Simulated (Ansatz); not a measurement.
The system is MoS2.

```
CELL_PARAMETERS angstrom
3.16900 0.00000 0.00000
-1.58450 2.74443 0.00000
0.00000 0.00000 12.32400
ATOMIC_POSITIONS crystal
Mo 0.66667 0.33333 0.75000
Mo 0.33333 0.66667 0.25000
S 0.66667 0.33333 0.37700
S 0.33333 0.66667 0.87700
S 0.66667 0.33333 0.12300
S 0.33333 0.66667 0.62300
```

Base run:

- Program: Ansatz 0.2.0
- Functional: LDA
- Potentials or basis: Ansatz PAW
- Cutoff: 420 eV (not typed: the program's choice for these potentials)
- k mesh: 10 × 10 × 3
- Occupations: fermi-dirac, width 0.05 eV
- Spin: no spin polarisation
- Hubbard terms: Mo d U = 5 eV

Its results: band gap on the k mesh 1.00 eV, indirect (least direct gap 1.61 eV); pressure -5.7 GPa; largest force 0.497 eV/Å.

**Question.** The run is repeated on the same cell with these changes: hubbard terms from Mo d U = 5 eV to Mo d U = 3 eV. What comes out?

**Answer.** Band gap on the k mesh 0.92 eV, indirect (least direct gap 1.75 eV); pressure -5.7 GPa; largest force 0.491 eV/Å.

Caveats: odd divisions of the mesh miss points on the zone boundary, where band edges often lie, so the gap on the mesh can be too wide; the PAW data sets come from PBE, with cores solved anew for the run's functional, which leaves a small shift of forces and pressure; the density of states is complete only up to the lowest level of the last band computed.

A k mesh can miss the band edges.
